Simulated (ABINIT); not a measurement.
# Al: work function with PBE

The system is Al, a slab with vacuum.

```
Al
1.0
     2.82708    0.00000    0.00000
    -1.41354    2.44832    0.00000
     0.00000    0.00000   24.18599
Al
5
Direct
  0.00000 0.00000 0.90665
  0.33333 0.66667 0.40514
  0.00000 0.00000 0.50000
  0.66667 0.33333 0.59486
  0.00000 0.00000 0.09335
```

The cell isn't the ideal one: cell taken from the last step of an earlier PBE relaxation by this program, which needn't have reached its minimum.

* Program: ABINIT 10.8.3 (patched build)
* Task: work function
* Functional: PBE
* Potentials or basis: JTH PAW PBE v2.0
* Cutoff: 408 eV
* k mesh: 11 × 11 × 1
* Occupations: fermi-dirac, width 0.05 eV
* Spin: no spin polarisation
* Most SCF steps: 120
* Preconditioner (iprcel): 45
* Fine-grid cutoff: 816.342 eV
* Exchange and correlation inside the PAW spheres: full angular mesh (pawxcdev 0, this build's default; the released program takes 1)

| Property | Result |
| --- | --- |
| Largest force | 0.244 eV/Å |
| Band gap on the k mesh | none (metal or under the smearing width) |
| Valence electrons inside the program's atomic spheres | Al 0.71, 0.73, 0.77 (radii [1.0074] Å) |
| Work function | 4.01 eV |

Forces on the atoms (eV/Å):
```
Al   0.000  0.000  0.106
Al   0.000  0.000 -0.244
Al   0.000  0.000  0.000
Al   0.000  0.000  0.244
Al   0.000  0.000 -0.106
```

Levels at points of the mesh, in eV from the Fermi level:
| k point | band 3 | band 4 | band 5 | band 6 | band 7 | band 8 | band 9 | band 10 | band 11 | band 12 |
| --- | --- | --- | --- | --- | --- | --- | --- | --- | --- | --- |
| (0.00, 0.00, 0.00) | -8.33 | -8.15 | -6.35 | -3.23 | -2.36 | -1.25 | 0.38 | 2.70 | 2.83 | 4.56 |

Wall time 19 s on 4 MPI ranks on Arm Neoverse V2, on a shared host, peak memory 0.52 GiB a rank.
